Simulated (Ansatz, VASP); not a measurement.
One calculation of GaAs, two programs

```
Ga As
1.0
     0.00000    2.82976    2.82976
     2.82976    0.00000    2.82976
     2.82976    2.82976    0.00000
Ga As
1 1
Direct
  0.00000 0.00000 0.00000
  0.75000 0.75000 0.75000
```

Alike in both runs: task relaxation of cell and atoms; functional PBEsol; k mesh 12 × 12 × 12; no spin polarisation.

|  | VASP | Ansatz |
| --- | --- | --- |
| version | VASP 6.6.1 | Ansatz 0.2.0 |
| potentials or method | VASP PAW PBE potentials, release 64 (Ga_d, As) | scalar-relativistic, plane waves, PAW |
| plane-wave cutoff (eV) | 600 | 420 |
| occupations | gaussian, width 0.01 eV | fixed |
| valence electrons in the cell | 18 | 28 |

|  | VASP | Ansatz | Ansatz less VASP |
| --- | --- | --- | --- |
| gap on the k mesh at the Fermi level, each at its own relaxed structure (eV) | 0.42 | 0.42 | +0.003 |
| relaxed volume (Å³/atom) | 22.70 | 22.66 | -0.043 |
| relaxed cell length with the largest relative difference (Å) | 4.004 | 4.002 | -0.0025 |

The two sets of potentials don't hold the same shells in valence. Ansatz warned: «pseudo_functional_mismatch».

Caveats: the PAW data sets were made with another functional, which shifts forces and pressure a little (VASP).
